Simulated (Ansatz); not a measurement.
# Cu (Cmcm) in Ansatz: notebook

The runs below take Cu through single point, with PBEsol.

All numbers are computed with Ansatz 0.2.0; they aren't measurements. Logs are shortened: lines on timing, memory, paths and dates and some standing lists are left out, and cuts for length are marked.

### 1 The structure

The structure is orthorhombic, space group Cmcm (No. 63). The conventional cell has a = 2.437 Å, b = 7.953 Å, c = 2.475 Å, α = 90.00°, β = 90.00°, γ = 90.00°. Around Cu (site symmetry m2m) lie 10 Cu at 2.44 to 2.54 Å.

This isn't the form of Cu at room conditions, which is fcc.

### 2 Single point, PBEsol, 11.27 Å³/atom (volume scaled by 0.94)

File input.yaml:

```yaml
crystal:
  lattice:
    - [1.1935901047, -3.895204662, 0.0]
    - [1.1935901047, 3.895204662, 0.0]
    - [0.0, 0.0, 2.424961027]
  atoms:
    - { symbol: Cu, position: [0.86613335, 0.13386665, 0.75] }
    - { symbol: Cu, position: [0.13386665, 0.86613335, 0.25] }
kpoints:
  mp_grid: { grid: [11, 11, 11] }
scf:
  occupations: { method: fermi_dirac, width: 0.05 }
hamiltonian:
  xc: pbesol
  pseudopotentials: { kind: all_electron, lapw: { basis_error: 0.0005 } }
output:
  forces: true
  stress: true
  eigenvalues: true
```

Potentials or basis: all-electron LAPW, scalar-relativistic.

Started as:

```bash
ansatz run input.yaml --threads 1 --pin off --max-ram 3072MiB --backend cpu --events-out ev --progress --plain --runs-dir out
```

Standard output:

```text
Warning: RAYON_NUM_THREADS=1 ignored (pool sized by the plan → 1); use --threads N
LAPW: plane waves up to 9.878 Å⁻¹, error target 5.0e-4 eV per atom; small_component_spin mean_spin; Cu in spheres of 1.194 Å, 19 of its electrons in bands, Dirac shells [] (how accurate: hamiltonian.pseudopotentials.lapw.basis_error, Limitations)
Engine: ansatz 0.2.0, aarch64-unknown-linux-gnu
Pseudopotentials: kind: all_electron
Pseudopotential: Cu, LAPW, valence charge 19, lapw/all_electron/scalar/gaussian/Cu, Koelling and Harmon's equation, gaussian nucleus
Functional definition: PBEsol
  exchange = pbesol_x
  correlation = pbesol_c
Crystal: 2 atoms, lattice volume = 22.549 Å³
Basis set: ecut = 371.7896972306178 eV, 369 PW (Γ), FFT grids on a1+a2, a2, a3, exchange–correlation at level 2
Bands: 23, of which v1, the nominal top of the filled ones, is band 19 counted from 1 (18 counted from 0)
Symmetry: 8 space group operations
Space group: Cmcm (ITA 63), of the structure as read, at distance tolerance 2.8e-5 Å
k-points: 216 of 1331
Non-local potential: Cu, projectors of the file, none
Initial density: superposition of atomic densities (chi_scale 0.1, normalization cell)
Initial wavefunctions: plane waves of lowest kinetic energy (no species holds an atomic orbital)
Functional: x = pbesol(κ = 0.804, μ = 0.12345679012345678), c = pbesol(β = 0.046)
iter 1 solved again at ethr=1.23e-3 eV; its pass at ethr=1.00e-1 eV (dr2=4.66e-1 eV) is discarded
SCF iter   1: F=—  HF=-89997.365189 eV  |F-HF|=—  |Δ(HF+E_count)|=         —  Δρ=6.13e-2  dr2=4.67e-1  ethr=1.23e-3  ⟨swp⟩=2.0  Hψ=34583  notcnv=0
preconditioner: auto → none  [metal: Δε(μ)=0.038 eV  Ē_g=10.062 eV  σ=0.050 eV  W_gap=0.19  n_scr=8 (ndim 8)  ℏωp=36.7 eV  f_vac=0.000  D(μ)=0.89/eV (n_scr^D=4)  sad-step TF]
SCF iter   2: F=—  HF=-89998.559667 eV  |F-HF|=—  |Δ(HF+E_count)|=    1.19e0  Δρ=2.80e-2  dr2=9.98e-2  ethr=1.23e-3  ⟨swp⟩=3.0  Hψ=17949  notcnv=0
iter 3 solved again at ethr=1.43e-5 eV; its pass at ethr=2.63e-4 eV (dr2=5.44e-3 eV) is discarded
SCF iter   3: F=—  HF=-89995.562495 eV  |F-HF|=—  |Δ(HF+E_count)|=    3.00e0  Δρ=4.82e-3  dr2=5.44e-3  ethr=1.43e-5  ⟨swp⟩=2.0  Hψ=27559  notcnv=0
SCF iter   4: F=—  HF=-89995.458395 eV  |F-HF|=—  |Δ(HF+E_count)|=         —  Δρ=5.55e-3  dr2=4.07e-3  ethr=1.43e-5  ⟨swp⟩=3.0  Hψ=17194  notcnv=0
the basis was enlarged: its passes take 72.6 KiB over the memory plan, 1 of 1 planned eigensolver slots
SCF iter   5: F=—  HF=-89995.449561 eV  |F-HF|=—  |Δ(HF+E_count)|=   8.83e-3  Δρ=8.29e-4  dr2=3.89e-4  ethr=1.07e-5  ⟨swp⟩=2.0  Hψ=14091  notcnv=0
SCF iter   6: F=—  HF=-89995.449432 eV  |F-HF|=—  |Δ(HF+E_count)|=   1.29e-4  Δρ=1.16e-4  dr2=1.82e-6  ethr=1.02e-6  ⟨swp⟩=2.0  Hψ=14097  notcnv=0
SCF iter   7: F=—  HF=-89995.449431 eV  |F-HF|=—  |Δ(HF+E_count)|=   7.31e-7  Δρ=3.39e-5  dr2=2.10e-7  ethr=4.80e-9  ⟨swp⟩=3.0  Hψ=14967  notcnv=0
SCF iter   8: F=—  HF=-89995.449430 eV  |F-HF|=—  |Δ(HF+E_count)|=   1.15e-6  Δρ=8.77e-6  dr2=1.53e-8  ethr=5.53e-10  ⟨swp⟩=2.6  Hψ=14299  notcnv=0
SCF iter   9: F=-89995.449430 eV  HF=-89995.449430 eV  |F-HF|=5.82e-10  |Δ(HF+E_count)|=   5.20e-8  Δρ=5.21e-7  dr2=4.69e-11  ethr=4.02e-11  ⟨swp⟩=2.3  Hψ=14193  notcnv=0
SCF 1 converged in 9 iterations: F = -89995.449430 eV  dr2 = 4.69e-11
SCF converged after 9 iterations
Free energy (F): -89995.449430 eV
Harris-Foulkes:  -89995.449430 eV  (|F-HF|=5.82e-10)
Internal energy: -89995.445685 eV  (E = F + TS)
E sigma→0 (E₀):  -89995.447558 eV
Entropy (-TS):   -0.003744 eV (-1.872 meV/atom)
Fermi energy:    17.443721 eV
--- Per-component energies (eV) ---
  E_band       = -696.971039
  E_kinetic    = 91536.160268
  E_xc         = -3607.789205
  E_electrostatic = -177923.816747  (all electrons and nuclei)
  E_smearing   = -0.003744  (= −TS)
  E_closure    = 0.000000  (closes the sum)
  E_atoms      = -89987.119702  (free atoms, spherical and without spin; not in F)
  Σ components = -89995.449430   (vs F -89995.449430, Δ=0.00e0)
  Basis errors (estimates in eV, not in F): energy 1.4e-4 per atom: plane waves 1.2e-4 (6.4e-5 summed), levels above the bands 1.8e-87, relativity 3.6e-9, radial functions 2.0e-5, core shells 1.8e-10; eigenvalues (radial functions only) 2.2e-7; not estimated: angular momenta, meshes, grids; target (lapw.basis_error) 5.0e-4; muffin-tin radii Cu 1.194 Å
--- Forces (eV/Å), atoms counted from 1 ---
  atom   1  Cu     0.00000000    -0.08086217     0.00000000
  atom   2  Cu    -0.00000000     0.08086217    -0.00000000
  max |Σ_I F_I| component: 0.00e0 eV/Å
--- Stress (GPa, compression-positive) ---
        8.673212      -0.000000      -0.000000
       -0.000000       8.511627       0.000000
       -0.000000       0.000000       9.781981
  P = ⅓ Tr σ = 8.9889 GPa (89.889 kbar)
--- Band table (eV; the first three rows and the last of 216) ---
  k-point 0: bands = ["-94.9782", "-94.9531", "-52.5861", "-52.4710", "-52.4280", "-52.4237", "-52.4169", "-52.3998", "7.6282", "12.0854", "12.9244", "13.4589", "14.2449", "14.5378", "15.0123", "15.3558", "15.5785", "15.7337", "16.0066", "17.1762", "22.5722", "32.6679", "36.5178"]
  k-point 1: bands = ["-94.9769", "-94.9528", "-52.5821", "-52.4784", "-52.4330", "-52.4304", "-52.4159", "-52.3995", "7.8526", "12.2207", "12.9536", "13.4869", "14.1890", "14.5847", "14.9913", "15.2644", "15.4511", "15.6207", "15.7105", "17.9798", "22.6401", "30.4504", "36.7975"]
  k-point 2: bands = ["-94.9733", "-94.9522", "-52.5708", "-52.4980", "-52.4582", "-52.4376", "-52.4132", "-52.3988", "8.5098", "12.5745", "13.0297", "13.5234", "14.0502", "14.5654", "14.9195", "14.9896", "15.0776", "15.6681", "15.6765", "19.3812", "22.8616", "27.0131", "36.1686"]
  k-point 215: bands = ["-94.9562", "-94.9555", "-52.5865", "-52.5848", "-52.4632", "-52.4606", "-52.4027", "-52.3979", "11.9487", "12.0557", "13.5056", "13.6627", "14.8570", "14.8768", "15.3313", "15.4385", "15.4879", "15.8254", "15.9179", "16.6431", "21.5311", "21.9834", "35.0723"]
```

It took 49 s on 1 thread of Arm Neoverse V2, shared host; peak memory 0.65 GiB.

Results:

- Free energy: -89995.4494 eV
- Pressure: 9.0 GPa
- Largest force: 0.081 eV/Å
- Band gap on the k mesh: none (metal or under the smearing width)

### 3 Single point, PBEsol, 11.51 Å³/atom (volume scaled by 0.96)

input.yaml, as its differences from that of step 2:

```diff
@@ -2,5 +2,5 @@
   lattice:
-    - [1.1935901047, -3.895204662, 0.0]
-    - [1.1935901047, 3.895204662, 0.0]
-    - [0.0, 0.0, 2.424961027]
+    - [1.2019959458, -3.9226365845, 0.0]
+    - [1.2019959458, 3.9226365845, 0.0]
+    - [0.0, 0.0, 2.44203878]
   atoms:
```

Potentials or basis: all-electron LAPW, scalar-relativistic.

Started as:

```bash
ansatz run input.yaml --threads 1 --pin off --max-ram 3072MiB --backend cpu --events-out ev --progress --plain --runs-dir out
```

Wall time 48 s (1 thread of Arm Neoverse V2, shared host); peak memory 0.64 GiB.

Results (log left out):

```yaml
Free_energy: -89995.4703 eV
Pressure: 5.1 GPa
Largest_force: 0.050 eV/Å
Band_gap_on_the_k_mesh: none (metal or under the smearing width)
```

### 4 Single point, PBEsol, 11.75 Å³/atom (volume scaled by 0.98)

input.yaml, as its differences from that of step 3:

```diff
@@ -2,5 +2,5 @@
   lattice:
-    - [1.2019959458, -3.9226365845, 0.0]
-    - [1.2019959458, 3.9226365845, 0.0]
-    - [0.0, 0.0, 2.44203878]
+    - [1.2102858349, -3.9496901055, 0.0]
+    - [1.2102858349, 3.9496901055, 0.0]
+    - [0.0, 0.0, 2.458880959]
   atoms:
```

Started as:

```bash
ansatz run input.yaml --threads 1 --pin off --max-ram 3072MiB --backend cpu --events-out ev --progress --plain --runs-dir out
```

Run time: 49 s. Hardware: 1 thread of Arm Neoverse V2, shared host; peak memory 0.67 GiB.

The run converged. Its results:

- Free energy: -89995.4801 eV
- Pressure: 1.6 GPa
- Largest force: 0.021 eV/Å
- Band gap on the k mesh: none (metal or under the smearing width)

### 5 Single point, PBEsol, 11.99 Å³/atom

input.yaml, as its differences from that of step 4:

```diff
@@ -2,5 +2,5 @@
   lattice:
-    - [1.2102858349, -3.9496901055, 0.0]
-    - [1.2102858349, 3.9496901055, 0.0]
-    - [0.0, 0.0, 2.458880959]
+    - [1.21846369, -3.9763780104, 0.0]
+    - [1.21846369, 3.9763780104, 0.0]
+    - [0.0, 0.0, 2.4754955235]
   atoms:
```

Started as:

```bash
ansatz run input.yaml --threads 1 --pin off --max-ram 3072MiB --backend cpu --events-out ev --progress --plain --runs-dir out
```

Wall time 50 s (1 thread of Arm Neoverse V2, shared host); peak memory 0.64 GiB.

It converged, with:

| Item | Value |
| --- | --- |
| Free energy | -89995.4801 eV |
| Pressure | -1.5 GPa |
| Largest force | 0.005 eV/Å |
| Band gap on the k mesh | none (metal or under the smearing width) |

### 6 Single point, PBEsol, 12.23 Å³/atom (volume scaled by 1.02)

input.yaml, as its differences from that of step 5:

```diff
@@ -2,5 +2,5 @@
   lattice:
-    - [1.21846369, -3.9763780104, 0.0]
-    - [1.21846369, 3.9763780104, 0.0]
-    - [0.0, 0.0, 2.4754955235]
+    - [1.2265332211, -4.0027124071, 0.0]
+    - [1.2265332211, 4.0027124071, 0.0]
+    - [0.0, 0.0, 2.4918900114]
   atoms:
```

Potentials or basis: all-electron LAPW, scalar-relativistic.

Started as:

```bash
ansatz run input.yaml --threads 1 --pin off --max-ram 3072MiB --backend cpu --events-out ev --progress --plain --runs-dir out
```

Wall time 50 s (1 thread of Arm Neoverse V2, shared host); peak memory 0.65 GiB.

The run converged. Its results:

```
Free energy            : -89995.4713 eV
Pressure               : -4.3 GPa
Largest force          : 0.029 eV/Å
Band gap on the k mesh : none (metal or under the smearing width)
```

### 7 Single point, PBEsol, 12.47 Å³/atom (volume scaled by 1.04)

input.yaml, as its differences from that of step 6:

```diff
@@ -2,5 +2,5 @@
   lattice:
-    - [1.2265332211, -4.0027124071, 0.0]
-    - [1.2265332211, 4.0027124071, 0.0]
-    - [0.0, 0.0, 2.4918900114]
+    - [1.2344979457, -4.0287047744, 0.0]
+    - [1.2344979457, 4.0287047744, 0.0]
+    - [0.0, 0.0, 2.5080715687]
   atoms:
```

Started as:

```bash
ansatz run input.yaml --threads 1 --pin off --max-ram 3072MiB --backend cpu --events-out ev --progress --plain --runs-dir out
```

Wall time 53 s (1 thread of Arm Neoverse V2, shared host); peak memory 0.67 GiB.

The run converged. Its results:

```
Free energy            : -89995.4549 eV
Pressure               : -6.7 GPa
Largest force          : 0.051 eV/Å
Band gap on the k mesh : none (metal or under the smearing width)
```

### 8 Single point, PBEsol, 12.71 Å³/atom (volume scaled by 1.06)

input.yaml, as its differences from that of step 7:

```diff
@@ -2,5 +2,5 @@
   lattice:
-    - [1.2344979457, -4.0287047744, 0.0]
-    - [1.2344979457, 4.0287047744, 0.0]
-    - [0.0, 0.0, 2.5080715687]
+    - [1.242361202, -4.0543660062, 0.0]
+    - [1.242361202, 4.0543660062, 0.0]
+    - [0.0, 0.0, 2.5240469776]
   atoms:
```

Started as:

```bash
ansatz run input.yaml --threads 1 --pin off --max-ram 3072MiB --backend cpu --events-out ev --progress --plain --runs-dir out
```

It took 51 s on 1 thread of Arm Neoverse V2, shared host; peak memory 0.67 GiB.

It converged, with:

- Free energy: -89995.4316 eV
- Pressure: -8.8 GPa
- Largest force: 0.072 eV/Å
- Band gap on the k mesh: none (metal or under the smearing width)

### 9 The reference run

An earlier run on the cell as given: functional PBEsol; potentials or basis all-electron LAPW, scalar-relativistic; cutoff 329 eV (chosen from the basis error); basis error allowed 0.001 eV/atom; k mesh 11 × 11 × 11; occupations fermi-dirac, width 0.05 eV; no spin polarisation.

* Pressure: -1.5 GPa
* Largest force: 0.005 eV/Å
* Band gap on the k mesh: none (metal or under the smearing width)
